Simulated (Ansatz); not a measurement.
# The honeycomb InP bilayer (AB) between two gates, part 2 of 2

How do the bands of the honeycomb InP bilayer (AB) follow a displacement field between two gates?

Ansatz 0.2.0; plane-wave DFT, PBE-D3(BJ), Ansatz PAW.

So far, gap along the path (eV): step 3 (gated layer, displacement field 0, start network) 0.931; step 5 (displacement field 1.81 V/nm) 0.962; step 6 (displacement field 2.71 V/nm) 0.977; step 7 (displacement field 3.62 V/nm) 0.990; step 8 (displacement field -1.81 V/nm) 0.899.

### 9. The series together

This step: plane-wave DFT, PBE-D3(BJ), Ansatz PAW; response to a displacement field between two gates (Ansatz 0.2.0).

The potential behind each gate is read from every run and counted from the uncharged case.

This step gave:

```yaml
electrostatic_distance_between_the_gates: 7.696 Å
geometric_distance_between_the_gates: 13.98 Å
```

Electron's potential behind the upper gate less behind the lower, less the value without field. Step of the electron's potential energy between the gates against displacement field D/eps0:

```
displacement field D/eps0 (V/nm)  step of the electron's potential energy between the gates (eV)
                           -1.81                                                           -1.39
                            0.00                                                               0
                            0.90                                                           0.696
                            1.81                                                            1.39
                            2.71                                                            2.09
                            3.62                                                            2.79
```

The smaller of the gaps on the path and on the k-mesh, counted as 0 under 0.03 eV. Table of gap by displacement field D/eps0:

```
displacement field D/eps0 (V/nm)  gap (eV)
                           -1.81     0.899
                            0.00     0.931
                            0.90     0.947
                            1.81     0.962
                            2.71     0.977
                            3.62     0.990
```

By hand: 3.62 V/nm over the 13.98 Å between the sheets would give 5.06 V in vacuum; the run has 2.79 V, as over 7.71 Å.

### 10. Varying the input

This step: plane-wave DFT, PBE-D3(BJ), Ansatz PAW (Ansatz 0.2.0).

A run with a changed input: it repeats the earlier run at 0.905 V/nm with kpoints.mp_grid.shift to [0.5, 0.5, 0.0] and basis.ecutrho_ratio to 8.

The input, input.yaml:

```yaml
crystal:
  lattice:
    - [4.2069748242, 0.0, 0.0]
    - [-2.1034874121, 3.6433470709, 0.0]
    - [0.0, 0.0, 38.0763790509]
  atoms:
    - { symbol: P, position: [0.6666666667, 0.3333333333, 0.4477841755] }
    - { symbol: In, position: [0.3333333333, 0.6666666667, 0.4614962554] }
    - { symbol: P, position: [0.0, 0.0, 0.5388703404] }
    - { symbol: In, position: [0.6666666667, 0.3333333333, 0.5522158245] }
  periodic: [true, true, false]
  symmetry: { detect: true }
kpoints:
  mp_grid: { grid: [42, 42, 1], shift: [0.5, 0.5, 0.0] }
  band_path:
    path: [[0, 0, 0], [0.5, 0, 0], [0.33333333, 0.33333333, 0], [0, 0, 0]]
    npoints: 16
hamiltonian:
  xc: pbe
  dispersion: d3bj
scf:
  occupations: { method: fermi_dirac, width: 0.02585 }
  convergence: { dr2_threshold: 1.0e-10 }
output:
  forces: true
  eigenvalues: true
  write_potential: true
  write_density: true
  volumetric_format: npy
external_charges:
  - { charge: 0, barrier: 10, axis: 3, height: 24.526, sigma: 0.25 }
  - { charge: -0.007664, axis: 3, height: 26.026, sigma: 0.5 }
  - { charge: 0, barrier: 10, axis: 3, height: 13.55, sigma: 0.25 }
  - { charge: 0.007664, axis: 3, height: 12.05, sigma: 0.5 }
basis:
  ecutrho_ratio: 8
```

The run is started by

```console
$ ansatz run input.yaml --threads 4 --pin off --max-ram 8192MiB --backend cpu --events-out ev --progress --plain --runs-dir out
```

Run time: 3.7 min. Hardware: 4 threads of Arm Neoverse V2, shared host; peak memory 4.7 GiB.

This step gave:

| Quantity | Value |
| --- | --- |
| gap on the k-mesh | 0.9580 eV |
| gap along the path | 0.9469 eV |
| smallest direct gap along the path | 1.015 eV |
| gap, the smaller of path and mesh | 0.9469 eV |
| potential beyond the upper barrier and gate, less the barrier, from the Fermi level | 4.002 eV |

Deep bands are left out, so band numbers here count from the lowest band kept and differ from the log's. Electronic bands along the path, in eV, zero at the Fermi level of the run, which the smearing sets inside the gap; v1 is the highest filled band, c1 the lowest empty one:

```
  point     v4     v3     v2     v1    c1    c2    c3    c4
      Γ  -1.20  -1.20  -0.59  -0.59  0.42  0.76  3.06  3.77
halfway  -2.61  -1.99  -1.29  -0.92  1.36  2.03  2.75  3.70
      M  -2.56  -1.82  -1.61  -0.77  0.56  1.77  2.12  3.05
halfway  -3.37  -2.70  -1.29  -0.68  1.06  2.00  3.03  3.66
      K  -3.88  -3.34  -0.99  -0.62  1.35  1.52  4.51  4.87
halfway  -2.54  -2.43  -1.81  -0.78  1.80  2.39  3.14  3.71
      Γ  -1.20  -1.20  -0.59  -0.59  0.42  0.76  3.06  3.77
```

```
                                                                                quantity  this run  earlier run  difference
                                                                 gap along the path (eV)    0.9469       0.9469      2.0e-6
                                                 smallest direct gap along the path (eV)     1.015        1.015      2.0e-6
potential beyond the upper barrier and gate, less the barrier, from the Fermi level (eV)     4.002        4.002     -1.0e-4
```

Nothing in the table moves by 0.01 in its unit.

### 11. Varying the input

An input spoilt on purpose, to show how the run answers: it repeats the earlier run at 0.905 V/nm with crystal.lattice to [[7.95003013, -0.0, -0.0], [-3.97501506, 6.88492805, 0.0], [0.0, 0.0, 71.95392729]], and scf.max_iter set to 60.

The cell differs from the one that the last finished run ended in (a 4.207 → 7.950 Å, b 4.207 → 7.950 Å, c 38.076 → 71.954 Å).

Edit input.yaml of step 10 so:

```diff
@@ -2,5 +2,5 @@
   lattice:
-    - [4.2069748242, 0.0, 0.0]
-    - [-2.1034874121, 3.6433470709, 0.0]
-    - [0.0, 0.0, 38.0763790509]
+    - [7.95003013, 0.0, 0.0]
+    - [-3.97501506, 6.88492805, 0.0]
+    - [0.0, 0.0, 71.95392729]
   atoms:
@@ -13,3 +13,3 @@
 kpoints:
-  mp_grid: { grid: [42, 42, 1], shift: [0.5, 0.5, 0.0] }
+  mp_grid: { grid: [42, 42, 1] }
   band_path:
@@ -23,2 +23,3 @@
   convergence: { dr2_threshold: 1.0e-10 }
+  max_iter: 60
 output:
@@ -34,3 +35 @@
   - { charge: 0.007664, axis: 3, height: 12.05, sigma: 0.5 }
-basis:
-  ecutrho_ratio: 8
```

Elapsed: 10 min, on 4 threads; peak memory 7 GiB.

Residual by cycle:

cycle, log10 residual and a bar from the least value:
```
        1        1.7 ##########################
        3        2.3 ##############################
        6        1.8 ###########################
        8        1.9 ###########################
       11        0.8 #####################
       13        0.7 ####################
       16        1.7 ###########################
       18        0.6 ####################
       21        0.7 ####################
       23       -2.0 ####
       26       -1.7 ######
       28       -2.7
```

The run was cut off at its time limit.

After 28 cycles the residual stands at 0.0020.

The fault put into the input: a lattice typed in bohr.

### 12. Summary of results

| Quantity | Value |
| --- | --- |
| gap with uncharged gates | 0.931 eV |
| electrostatic distance between the gates | 7.70 Å |
| geometric distance between the gates | 14.0 Å |
| gap at 3.62 V/nm | 0.990 eV |

In words: The gap goes from 0.93 to 0.99 eV at 3.6 V/nm. The layers screen the field: the voltage is that of a vacuum gap 6.3 Å narrower than the real distance. The gates are charged sheets behind model barriers, not atoms. Gaps are the smaller of those on the path and on the mesh; band edges between these points would make them smaller still. Spin-orbit coupling is left out, which matters for the bands of elements this heavy.

[Logs are printed without paths, hosts, clocks, repeated set-up lines and the standing remarks that a program may print on its own settings, such as how far it seeks lower states.]

[Hosts, paths, dates, database ids (printed as entryN), source tags and the programs' standing remarks are cut or masked in the printed files.]

[Maps of the electrostatic potential energy from Ansatz leave out the sawtooth potential of an applied field or a dipole correction, so their vacuum need not be flat; planar profiles and work functions include it.]
